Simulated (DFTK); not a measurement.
# Au: band structure with PBEsol

The system is Au.

```
CELL_PARAMETERS angstrom
0.00000 2.03500 2.03500
2.03500 0.00000 2.03500
2.03500 2.03500 0.00000
ATOMIC_POSITIONS crystal
Au 0.00000 0.00000 0.00000
```

```json
{
 "Program": "DFTK 0.8.2",
 "Task": "band structure",
 "Functional": "PBEsol",
 "Potentials or basis": "cp2k.nc.sr.pbe.v0_1.semicore.gth (PBE, GTH)",
 "Cutoff": "1197 eV",
 "k mesh": "11 × 11 × 11",
 "Occupations": "fermi-dirac, width 0.05 eV",
 "Spin": "no spin polarisation",
 "Valence electrons": "Au 11",
 "SCF tolerance on the density": "1e-06"
}
```

* Pressure: 8.1 GPa
* Band gap on the k mesh: none (metal or under the smearing width)

Levels at the corners of the path, in eV from the Fermi level:
```tsv
point	band 1	band 2	band 3	band 4	band 5	band 6	band 7	band 8	band 9	band 10
Γ	-10.16	-4.80	-4.80	-4.80	-3.24	-3.24	15.67	19.37	19.37	19.37
X	-7.26	-6.92	-2.04	-1.64	-1.64	0.96	5.86	10.26	10.26	17.50
W	-6.14	-5.29	-5.29	-3.40	-1.64	4.80	6.43	6.43	9.66	24.12
K	-6.63	-6.00	-3.94	-2.94	-2.10	3.92	4.76	7.59	12.88	18.19
Γ	-10.16	-4.80	-4.80	-4.80	-3.24	-3.24	15.67	19.37	19.37	19.37
L	-7.52	-4.85	-4.85	-1.98	-1.98	-1.10	3.15	14.86	17.63	17.63
U	-6.63	-6.00	-3.94	-2.94	-2.10	3.92	4.76	7.59	12.88	18.19
W	-6.14	-5.29	-5.29	-3.40	-1.64	4.80	6.43	6.43	9.66	24.12
L	-7.52	-4.85	-4.85	-1.98	-1.98	-1.10	3.15	14.86	17.63	17.63
K	-6.63	-6.00	-3.94	-2.94	-2.10	3.92	4.76	7.59	12.88	18.19
U	-6.63	-6.00	-3.94	-2.94	-2.10	3.92	4.76	7.59	12.88	18.19
X	-7.26	-6.92	-2.04	-1.64	-1.64	0.96	5.86	10.26	10.26	17.50
```

Run time: 100 s on 1 thread of Intel(R) Xeon(R) Platinum 8259CL CPU @ 2.50GHz (Skylake/Cascade Lake), with other jobs on the host, peak memory 1.7 GiB.

Caveat: GTH potentials come without recommended cutoffs, and this one wasn't checked for convergence; the potentials were made for another functional, which shifts forces and pressure; spin-orbit coupling is left out, which moves the levels of the heavy elements.
